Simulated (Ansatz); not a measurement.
A run of Ansatz 0.2.0:

Contents of input.yaml:

```yaml
crystal:
  lattice:
    - [5.191, 0.0, 0.0]
    - [-2.5955, 4.495537871, 0.0]
    - [0.0, 0.0, 2.908]
  atoms:
    - { symbol: Ta, position: [0.6666666667, 0.3333333333, 0.5] }
    - { symbol: Ta, position: [0.3333333333, 0.6666666667, 0.5] }
    - { symbol: Ta, position: [0.0, 0.0, 0.0] }
    - { symbol: "N", position: [0.0, 0.5, 0.0] }
    - { symbol: "N", position: [0.5, 0.5, 0.0] }
    - { symbol: "N", position: [0.5, 0.0, 0.0] }
hamiltonian:
  xc: pbe
  pseudopotentials: { kind: paw, source: ansatz }
kpoints:
  mp_grid: { grid: [6, 6, 9] }
scf:
  occupations: { method: fermi_dirac, width: 0.05 }
output:
  forces: true
  stress: true
  eigenvalues: true
```

Potentials or basis: Ansatz PAW earlier set.

Command:

```console
$ ansatz run input.yaml --threads 2 --pin off --max-ram 5632MiB --backend cpu --events-out ev --progress --plain --runs-dir out
```

Hardware: 2 threads of Arm Neoverse V1 (shared host).

Task: How long does it take, and how much memory?

Result: It took 16 s on 2 threads of Arm Neoverse V1 (shared host), peak memory 0.63 GiB. Counts: scf iterations 9, plane waves 3925, k points 35, bands 58.
